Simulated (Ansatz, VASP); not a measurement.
**CsH: VASP beside Ansatz**

```
CELL_PARAMETERS angstrom
0.00000 3.02000 3.02000
3.02000 0.00000 3.02000
3.02000 3.02000 0.00000
ATOMIC_POSITIONS crystal
Cs 0.00000 0.00000 0.00000
H 0.50000 0.50000 0.50000
```

The cell comes from a database or a generator and needn't be the stable form of this composition.

Alike in both runs: task single point; functional PBEsol; k mesh 6 × 6 × 6; occupations gaussian, width 0.05 eV; no spin polarisation.

```csv
,VASP,Ansatz
version,VASP 6.6.1,Ansatz 0.2.0
potentials or method,"VASP PAW PBE potentials, release 64 (Cs_sv, H)","scalar-relativistic, plane waves, PAW"
plane-wave cutoff (eV),520,420
valence electrons in the cell,10,10
```

Ansatz gave:

* gap on the k mesh at the Fermi level (eV): 1.89
* least direct gap on the mesh (eV): 1.89
* pressure (GPa): 1.3

**Question.** Estimate VASP's values.

**Answer.** gap on the k mesh at the Fermi level (eV): 1.86; least direct gap on the mesh (eV): 1.86; pressure (GPa): 1.3.

The functional is the same, so the differences come from potentials, cutoffs and numerics.

Caveats: the PAW data sets were made with another functional, which shifts forces and pressure a little (VASP); spin-orbit coupling is left out, which moves the levels of the heavy elements. As with any semilocal functional, this PBEsol gap is likely too small. A k mesh can miss the band edges.
